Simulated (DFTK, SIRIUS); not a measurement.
Given: the input of a run of SIRIUS 7.12.0 on ZrS2. The cell is a database's computed one, not the measured one.

Contents of sirius.json:

```json
{
  "control": {
    "processing_unit": "cpu",
    "std_evp_solver_name": "lapack",
    "gen_evp_solver_name": "lapack",
    "verbosity": 2,
    "print_forces": true,
    "ortho_rf": true,
    "use_second_variation": true,
    "rmt_max": 3.0,
    "num_bands_to_print": 24,
    "save_wf": true
  },
  "parameters": {
    "electronic_structure_method": "full_potential_lapwlo",
    "xc_functionals": ["XC_GGA_X_PBE_SOL", "XC_GGA_C_PBE_SOL"],
    "core_relativity": "dirac",
    "valence_relativity": "iora",
    "num_fv_states": 35,
    "smearing": "fermi_dirac",
    "smearing_width": 0.0018374661,
    "pw_cutoff": 20,
    "gk_cutoff": 3.58,
    "lmax_apw": 10,
    "lmax_rho": 8,
    "lmax_pot": 8,
    "num_mag_dims": 0,
    "auto_rmt": 0,
    "ngridk": [8, 8, 5],
    "shiftk": [0, 0, 0],
    "num_dft_iter": 80,
    "energy_tol": 1e-07,
    "density_tol": 1e-05,
    "use_symmetry": true
  },
  "settings": {"tol_ne": 1e-10},
  "iterative_solver": {"type": "exact"},
  "mixer": {"type": "anderson", "beta": 0.5, "max_history": 8},
  "unit_cell": {
    "lattice_vectors": [[6.9757020403, 0.0, 0.0], [-3.4878510202, 6.0411351761, 0.0], [0.0, 0.0, 11.4159810467]],
    "atom_types": ["S", "Zr"],
    "atom_files": {"S": "S.json", "Zr": "Zr.json"},
    "atoms": {
      "S": [[0.3333333333, 0.6666666667, 0.23790997], [0.6666666667, 0.3333333333, 0.76209003]],
      "Zr": [[0.0, 0.0, 0.0]]
    }
  }
}
```

Potentials or basis: all-electron FP-LAPW, apw+lo standard.

Command:

```sh
$ OMP_NUM_THREADS=1 sirius.scf --input=sirius_start.json --output=start.json
$ OMP_NUM_THREADS=1 sirius.scf --input=sirius.json --output=output.json --task=1
```

Problem. Set up the same calculation for DFTK 0.8.2. Potentials or basis there: PseudoDojo SR PBEsol 0.4.1 standard (PBEsol), cutoff 898 eV.

Solution. As run (cutoffs and basis follow the program's own potentials, and thresholds, step limits or extra output files can differ):

The input run.jl:

```julia
using DFTK
using PseudoPotentialData
using Unitful, UnitfulAtomic
using LinearAlgebra, Printf
include("save.jl")
disable_threading()

# lattice vectors are the columns
lattice = austrip(1u"Å") * [  3.6913825498  -1.8456912749            0.0;
                      0.0   3.1968310632            0.0;
                      0.0            0.0     6.04107701]
symbols   = [:Zr, :S, :S]
positions = [[0.0, 0.0, 0.0],
             [0.3333333333, 0.6666666667, 0.23790997],
             [0.6666666667, 0.3333333333, 0.76209003]]
pseudopotentials = PseudoFamily("dojo.nc.sr.pbesol.v0_4_1.standard.upf")
elements = Dict(s => ElementPsp(s, pseudopotentials) for s in unique(symbols))
atoms    = [elements[s] for s in symbols]

build_model(lattice, positions; symmetries=true) =
    model_DFT(lattice, atoms, positions;
              functionals=PBEsol(),
              temperature=austrip(0.05u"eV"),
              smearing=Smearing.FermiDirac(),
              symmetries)
Ecut  = 33.0  # hartree
kgrid = [8, 8, 5]
tol   = 1e-6
to_GPa = ustrip(uconvert(u"GPa", 1u"hartree/bohr^3"))

model = build_model(lattice, positions)
basis = PlaneWaveBasis(model; Ecut, kgrid)
display(basis)
scfres = self_consistent_field(basis;
                               tol,
                               nbandsalg=AdaptiveBands(model; n_bands_converge=17))
display(scfres.energies)
@printf "Fermi level: %.6f eV\n" ustrip(auconvert(u"eV", something(scfres.εF, NaN)))
forces = compute_forces_cart(scfres)
println("Forces (eV/Å)")
for (s, f) in zip(symbols, forces)
    @printf "%-3s %12.6f %12.6f %12.6f\n" s ustrip.(auconvert.(u"eV/Å", f))...
end
stress = compute_stresses_cart(scfres)
println("Stress (GPa)")
display(round.(stress * to_GPa; digits=4))
println("Levels at the first k-point (eV): ", round.(ustrip.(auconvert.(u"eV", scfres.eigenvalues[1][1:scfres.n_bands_converge])); digits=4))
save_scf!(scfres; forces, stress)
```

Potentials or basis: dojo.nc.sr.pbesol.v0_4_1.standard.upf (PBEsol).

Run with:

```bash
$ julia --threads=1 run.jl  # save.jl only writes the numbers to a file and isn't shown; printed stress counts tension as positive; times include loading and compiling
```

Both were run:

|  | SIRIUS | DFTK |
| --- | --- | --- |
| Largest force | 0.149 eV/Å | 0.143 eV/Å |
